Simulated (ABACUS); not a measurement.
Set up this calculation in ABACUS 3.10.1, as the native input.

```
Task                                          : relaxation of cell and atoms
Functional                                    : PBE
Potentials or basis                           : GBRV ultrasoft 1.5 PBE
Cutoff                                        : 544 eV
Density cutoff                                : 4354 eV
Basis                                         : plane waves
k mesh                                        : 10 × 10 × 10
Occupations                                   : fermi-dirac, width 0.05 eV
Spin                                          : no spin polarisation
Max steps of the relaxation                   : 60
Force threshold                               : 0.02 eV/Å
Optimiser                                     : cg
Stress threshold                              : 0.2 kbar
Radial cutoff of the potentials (pseudo_rcut) : 10 bohr
SCF threshold on the density                  : 1e-08
Max SCF steps                                 : 100
Eigensolver                                   : dav
Mixing                                        : broyden
Mixing share                                  : 0.7
Symmetry key                                  : 1
Bands                                         : 8
```

Crystal: BN.

```
N B
1.0
     0.00000    1.81300    1.81300
     1.81300    0.00000    1.81300
     1.81300    1.81300    0.00000
N B
1 1
Direct
  0.25000 0.25000 0.25000
  0.00000 0.00000 0.00000
```

The cell is a database's computed one.

These files were run (other wordings do the same):

INPUT

```
INPUT_PARAMETERS
suffix              BN
calculation         cell-relax
basis_type          pw
pseudo_dir          ./
symmetry            1
dft_functional      pbe
ecutwfc             40
pseudo_rcut         10
nspin               1
nbands              8
ks_solver           dav
smearing_method     fd
smearing_sigma      0.00367493
scf_thr             1e-08
scf_nmax            100
mixing_type         broyden
mixing_beta         0.7
cal_force           1
cal_stress          1
ecutrho             320
relax_nmax          60
force_thr_ev        0.02
relax_method        cg
out_stru            1
stress_thr          0.2
kpar                4
```

STRU

```
ATOMIC_SPECIES
N 14.0070 n_pbe_v1.2.uspp.F.UPF
B 10.8100 b_pbe_v1.4.uspp.F.UPF

LATTICE_CONSTANT
1.8897261246

LATTICE_VECTORS
0.0000000000 1.8130010000 1.8130010000
1.8130010000 0.0000000000 1.8130010000
1.8130010000 1.8130010000 0.0000000000

ATOMIC_POSITIONS
Direct

N
0.0
1
0.2500000000 0.2500000000 0.2500000000 1 1 1

B
0.0
1
0.0000000000 0.0000000000 0.0000000000 1 1 1
```

KPT

```
K_POINTS
0
Gamma
10 10 10 0 0 0
```

Potentials or basis: GBRV ultrasoft 1.5 PBE, plane waves.

Command:

```console
$ OMP_NUM_THREADS=1 mpirun -np 4 abacus > log
```

It gave:

```
Relaxed volume                         : 5.95 Å³/atom
Relaxed cell                           : a = 2.563 Å, b = 2.563 Å, c = 2.563 Å, α = 60.00°, β = 60.00°, γ = 60.00°
Space group after relaxing (to 0.05 Å) : F-43m (No. 216)
Energy gained by relaxing              : 0.0 meV/atom
Ionic steps                            : 3
Pressure after relaxing                : 0.0 GPa
Band gap on the k mesh                 : 4.47 eV, indirect (least direct gap 8.79 eV)
```

Run time: 2.2 s on 4 MPI ranks on Intel(R) Xeon(R) 6975P-C (Granite Rapids), with other jobs on the host, peak memory 0.36 GiB a rank.
